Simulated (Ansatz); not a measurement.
CrO2 under changes of volume

One of the cells (12.279 Å³/atom); the others are scaled copies at fixed shape and fractional positions:

```
Cr O
1.0
     1.48997    0.86023    4.78995
    -1.48997    0.86023    4.78995
     0.00000   -1.72047    4.78995
Cr O
1 2
Direct
  0.50000 0.50000 0.50000
  0.23092 0.23092 0.23092
  0.76908 0.76908 0.76908
```

Measurements of this composition are mostly on another form, of space group No. 136.

* Program: Ansatz 0.2.0
* Functional: PBE
* Potentials or basis: Ansatz PAW
* Cutoff: 420 eV (not typed: the program's choice for these potentials)
* k mesh: 10 × 10 × 10
* Occupations: fermi-dirac, width 0.05 eV
* Spin: collinear spin, ferromagnetic start
* Starting moments: [3.0, 0.0, 0.0] μB

```csv
volume (Å³/atom),energy over the lowest point (meV/atom),pressure (GPa),largest force (eV/Å)
11.542,0.64,2.5,0.500
11.788,0.00,-1.5,0.198
12.033,5.03,-5.0,0.079
12.279,15.19,-8.1,0.334
12.524,?,?,?
12.770,48.56,-13.4,0.784
13.015,70.81,-15.6,0.982
```

Q: What does the run at 12.524 Å³/atom give?

A: Energy over the lowest point 29.88 meV/atom; pressure -10.9 GPa; largest force 0.568 eV/Å.

Worked out: A Birch-Murnaghan fit of order 3 (a polynomial in V^(-2/3)) to the other rows has its minimum at 11.69 Å³/atom with B0 = V·E''(V) = 185 GPa and B' = 4.5 at fixed shape and positions, which overstates the stiffness. It gives 29.82 meV/atom at 12.524 Å³/atom, against the run's 29.88, and -dE/dV = -10.9 GPa, against -10.9.

Energies are extrapolated to zero smearing.

Caveats: a cell with one magnetic atom can't hold antiferromagnetic order, which such compounds often take.
